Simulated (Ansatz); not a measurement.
# Al6H: the cost of one run

Computed with Ansatz 0.2.0 (DFT PBE, scalar-relativistic, plane waves, PAW, unless a step's input says otherwise).

12 further runs of the same task are left out: 12 set aside as unsound or not needed.

## Step 1: The structure to begin with

It takes space group Pmm2 (No. 25, orthorhombic). The conventional cell has a = 5.714 Å, b = 5.714 Å, c = 22.175 Å, α = 90.00°, β = 90.00°, γ = 90.00°. Al (site symmetry m) has 8 Al at 2.86 to 2.90 Å as nearest neighbours. Al (site symmetry m) has 12 Al at 2.86 to 2.91 Å as nearest neighbours. Around Al (site symmetry m) lie 8 Al at 2.86 to 2.91 Å. H (site symmetry m) has 1 H at 0.75 Å as nearest neighbours.

As a file:

```
CELL_PARAMETERS angstrom
5.71352 0.00000 0.00000
0.00000 5.71352 0.00000
0.00000 0.00000 22.17470
ATOMIC_POSITIONS crystal
Al 0.25000 0.25000 0.18039
Al 0.25000 0.75000 0.18039
Al 0.75000 0.25000 0.18039
Al 0.75000 0.75000 0.18039
Al 0.00000 0.00000 0.27441
Al 0.00000 0.50000 0.27441
Al 0.50000 0.00000 0.27441
Al 0.50000 0.50000 0.27441
Al 0.25000 0.25000 0.36865
Al 0.25000 0.75000 0.36865
Al 0.75000 0.25000 0.36865
Al 0.75000 0.75000 0.36865
H 0.25000 0.93437 0.53100
H 0.25000 0.06563 0.53100
```

This is the geometry at the first point of the grid.

## Step 3: Plan of the scan

Atoms count from 1 in the order of the input.

H2 lies flat over one site of a rigid substrate while its bond length and height are varied.

The axes are (1) distance H13-H14: 8 values from 0.650 to 2.650 Å; (2) height of the H2 axis above the plane of Al9: 9 values from 0.45 to 3.60 Å.

Nothing else is relaxed. Points are written as (first, second).

(The set-up runs are not shown.)

## Step 4: The run at (0.919 Å, 1.73 Å)

File input.yaml:

```yaml
crystal:
  lattice:
    - [5.7135165837, 0.0, 0.0]
    - [0.0, 5.7135165837, 0.0]
    - [0.0, 0.0, 22.1746954317]
  atoms:
    - { symbol: Al, position: [0.25, 0.25, 0.1803857921] }
    - { symbol: Al, position: [0.25, 0.75, 0.1803857921] }
    - { symbol: Al, position: [0.75, 0.25, 0.1803857921] }
    - { symbol: Al, position: [0.75, 0.75, 0.1803857921] }
    - { symbol: Al, position: [0.0, 0.0, 0.2744050922] }
    - { symbol: Al, position: [0.0, 0.5, 0.2744050922] }
    - { symbol: Al, position: [0.5, 0.0, 0.2744050922] }
    - { symbol: Al, position: [0.5, 0.5, 0.2744050922] }
    - { symbol: Al, position: [0.25, 0.25, 0.3686497277] }
    - { symbol: Al, position: [0.25, 0.75, 0.3686497277] }
    - { symbol: Al, position: [0.75, 0.25, 0.3686497277] }
    - { symbol: Al, position: [0.75, 0.75, 0.3686497277] }
    - { symbol: H, position: [0.25, 0.9195766752, 0.4466665827] }
    - { symbol: H, position: [0.25, 1.0804233248, 0.4466665827] }
basis:
  ecutwfc: 420
kpoints:
  mp_grid: { grid: [5, 5, 1] }
hamiltonian:
  xc: pbe
  pseudopotentials: { kind: paw, azcp: { folder: soft_1 } }
scf:
  occupations: { method: gaussian, width: 0.1 }
output:
  forces: true
  eigenvalues: true
  write_density: true
  write_potential: true
  elf: true
  volumetric_format: npy
efield:
  axis: 3
  dipole_correction: true
  ramp_width: 0.04
```

Command:

```console
ansatz run input.yaml --threads 1 --pin off --max-ram 3072MiB --backend cpu --events-out ev --progress --plain --runs-dir out
```

**Question.** How long does this run take on 1 thread of Arm Neoverse N1, shared host, and how much memory does it need?

About 58 s, with a peak of 0.67 GiB.
